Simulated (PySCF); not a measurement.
Spectrum to structure. Computed with TDDFT PBE0/def2-SVPD, vertical, gas phase, core orbitals frozen in the response in PySCF 2.14.0, density-fitted response routines. Geometries: GFN2-xTB, one conformer each. Ions are computed without counter-ions or solvent.

| state | E (eV) | f | main configurations (H = HOMO, L = LUMO) |
| --- | --- | --- | --- |
| S1 | 7.68 | 0.012 | H→L (99%) |
| S2 | 7.76 | 0.0037 | H-1→L (96%) |
| S3 | 8.17 | 0.034 | H-2→L (96%) |
| S4 | 8.79 | 0.0003 | H→L+1 (96%) |
| S5 | 8.89 | 0.023 | H-1→L+1 (94%) |
| S6 | 9.28 | 0.0076 | H-2→L+1 (92%) |

Triplets computed (Tamm–Dancoff): 7.60, 7.65 eV.

Question: Which candidate is it? All have the formula [C4H10N]+.
A. `C=CC[NH2+]C`
B. `[NH3+]C1CCC1`
C. `C=CCC[NH3+]`
D. `C1CC[NH2+]C1`

Answer: B. Its S1 lies at 7.68 eV; the nearest of the others has S1 at 7.03 eV. S1 is HOMO→LUMO (99%). Löwdin shares by element: HOMO carbon 78% (atoms not listed hold the other 22%); LUMO hydrogen 51% or more, nitrogen 21% (atoms not listed hold the other 28%). At the same level the other candidates give, for their lowest levels:
- `C=CC[NH2+]C`: 6.55 eV (f 0.011); 7.73 eV (f 0.221); 8.04 eV (f 0.000); 8.23 eV (f 0.175); 8.46 eV (f 0.001); T1 4.57 eV; HOMO -12.33, LUMO -4.59 eV
- `C=CCC[NH3+]`: 7.03 eV (f 0.042); 7.38 eV (f 0.217); 7.79 eV (f 0.019); 8.20 eV (f 0.017); 8.67 eV (f 0.016); T1 4.52 eV; HOMO -12.51, LUMO -4.67 eV
- `C1CC[NH2+]C1`: 8.41 eV (f 0.002); 9.15 eV (f 0.015); 9.32 eV (f 0.021); 9.48 eV (f 0.009); 9.83 eV (f 0.010); T1 8.27 eV; HOMO -14.13, LUMO -4.56 eV
